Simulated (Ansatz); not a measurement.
Runs of Ansatz 0.2.0 on PbS. Symmetry: Cmcm, No. 63, orthorhombic system. Conventional cell: a = 4.160 Å, b = 11.983 Å, c = 4.279 Å, α = 90.00°, β = 90.00°, γ = 90.00°. Around Pb (site symmetry m2m) lie 5 S at 2.69 to 2.99 Å. S (site symmetry m2m) has 5 Pb at 2.69 to 2.99 Å as nearest neighbours. Measurements of this composition are mostly on another form, of space group No. 225.

```csv
task,level,cell,cutoff (eV),gap on the mesh (eV),pressure (GPa),V0 of scaled cells (Å³/atom),relaxed volume (Å³/atom),B0 (GPa)
equation of state,revPBE,as given,420,-,-,27.96,-,46
relaxation of cell and atoms,PBEsol+D4,relaxed,420,1.05,0.0,-,24.33,-
relaxation of cell and atoms,rPW86-PBE+rVV10,relaxed,420,(a),0.0,-,(b),-
equation of state,r2SCAN+D3(BJ),as given,500,-,-,26.17,-,59
```

Alike in all rows: potentials or basis Ansatz PAW; no spin polarisation; k mesh 7 × 7 × 6; smearing fermi-dirac 0.05 eV.

Question: Estimate the missing entries.

Answer: (a) 1.23; (b) 26.99.

Caveats: the cell was scaled at fixed shape and fractional positions, which overstates the stiffness of a crystal with free parameters, most of all of layers and chains (some runs); odd divisions of the mesh miss points on the zone boundary, where band edges often lie, so the gap on the mesh can be too wide (some runs); the plane-wave basis is chosen anew once the cell has moved, so the energies of steps on either side of that aren't comparable (some runs); spin-orbit coupling is left out, which as a rule narrows the gap of such compounds by several tenths of an eV (some runs); the PAW data sets come from PBE, with cores solved anew for the run's functional, which leaves a small shift of forces and pressure (some runs); the potentials were made for another functional, which shifts forces and pressure (some runs); the PAW data sets were made with another functional, which shifts forces and pressure a little (some runs).

A k mesh can miss the band edges, and the runs leave out spin-orbit coupling on Pb.

Runs at the PBE level aren't shown here.
